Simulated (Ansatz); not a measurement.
## GeO2: carrier doping

Start from GeO2 in the rutile structure (space group P4_2/mnm, No. 136).

```
GeO2
1.0
    4.48750     0.00000     0.00000
    0.00000     4.48750     0.00000
    0.00000     0.00000     2.90497
Ge O
2 4
Direct
  0.00000   0.00000   0.00000
  0.50000   0.50000   0.50000
  0.30714   0.30714   0.00000
  0.80714   0.19286   0.50000
  0.19286   0.80714   0.50000
  0.69286   0.69286   0.00000
```

Carriers are added at fixed cell with a uniform background; the Fermi–Dirac width is that of 300 K.

Computed with PBE in Ansatz (plane waves to 420 eV, PAW, no spin-orbit coupling).

Notes on the quantities. Fermi level from band edge: Fermi level relative to the doped band's edge (positive inside the band; to 0.05 eV).

```
variant                   Fermi level from band edge  gap between the host's bands
------------------------  --------------------------  ----------------------------
undoped                                            –                       1.23 eV
electrons 3.0×10^21 cm⁻³                    +1.90 eV                       1.20 eV
electrons 5.0×10^21 cm⁻³                    +2.30 eV                       1.19 eV
electrons 7.0×10^21 cm⁻³                    +2.65 eV                       1.17 eV
electrons 2.0×10^22 cm⁻³                    +3.45 eV                       0.99 eV
holes 3.0×10^21 cm⁻³                        +0.40 eV                       1.31 eV
holes 5.0×10^21 cm⁻³                        +0.50 eV                       1.36 eV
holes 7.0×10^21 cm⁻³                        +0.60 eV                       1.41 eV
holes 2.0×10^22 cm⁻³                        +0.80 eV                       1.73 eV
```

Charged cell with a jellium background: band edges are those of the host's band count, energies are not comparable with the neutral cell, and many-body gap narrowing is missing. No phonon test of stability was made.

Ansatz is an electronic-structure program.
